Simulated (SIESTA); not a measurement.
Runs of SIESTA 5.4.2 on PbO2. The structure is cubic, space group Fm-3m (No. 225). Conventional cell: a = 5.404 Å, b = 5.404 Å, c = 5.404 Å, α = 90.00°, β = 90.00°, γ = 90.00°. Pb (site symmetry m-3m) is surrounded by 8 O at 2.34 Å. Around O (site symmetry -43m) lie 4 Pb at 2.34 Å. The cell comes from a database or a generator and needn't be the stable form of this composition.

| task | level | potentials or basis | spin | cell | k mesh | optimiser | force tolerance | stress tolerance (GPa) | mixed quantity | pp xc | grid cutoff | energy shift | other keys | gap on the mesh (eV) | pressure (GPa) |
| --- | --- | --- | --- | --- | --- | --- | --- | --- | --- | --- | --- | --- | --- | --- | --- |
| relaxation of cell and atoms | PBEJsJrLO | PseudoDojo 0.5 standard with PseudoDojo 0.4 standard (PBE files), DZP (energy shift 0.01 Ry) | off | relaxed | 7 × 7 × 7 | Broyden | 0.01 eV/Å | 0.05 | - | - | 1200 Ry | 0.01 Ry | - | none | 0.0 |
| relaxation of the atoms | PBEsol | PseudoDojo 0.4 stringent (PBE files, fully relativistic), SZ (energy shift 0.002 Ry) | non-collinear, ferromagnetic start, SOC | atoms relaxed | 7 × 7 × 7 | Broyden | 0.01 eV/Å | - | charge | pbe | 800 Ry | 0.002 Ry | mix = charge; pp_xc = pbe; diag = QR; max_scf = 80 | (a) | -17.3 |
| single point | PBE | PseudoDojo 0.4 standard (PBE files), DZP (energy shift 0.002 Ry) | off | as given | 9 × 9 × 9 | - | - | - | - | - | 800 Ry | 0.002 Ry | - | none | 4.3 |
| single point | PBE | PseudoDojo 0.4 standard (PBE files), DZP (energy shift 0.002 Ry) | off | atoms moved at random, drawn with an rms of 0.05 Å | 9 × 9 × 9 | - | - | - | - | - | 800 Ry | 0.002 Ry | - | none | 4.7 |

Alike in all rows: smearing fermi-dirac 0.05 eV.

Estimate the missing entries.

(a) 0.44.

Caveats: the basis of atomic orbitals isn't converged, which shifts pressures, moduli and gaps; semicore shells carry a single zeta, which can move pressures by several GPa and volumes by a few percent (some runs); the potentials were made for another functional, which shifts forces and pressure (some runs); the basis has no polarisation orbitals (some runs); the relaxation stopped at its first step, so nothing moved (some runs); short orbitals over semicore shells can move pressures by several GPa (some runs); the valence orbitals were made in a potential fitted to the semicore shell under them, which widens gaps by tenths of an eV or more (some runs).

A k mesh can miss the band edges, and rows without SOC leave out spin-orbit coupling on Pb.

A gap of «none» marks a metal or a gap under the smearing width.

The runs don't all hold the same shells in valence.
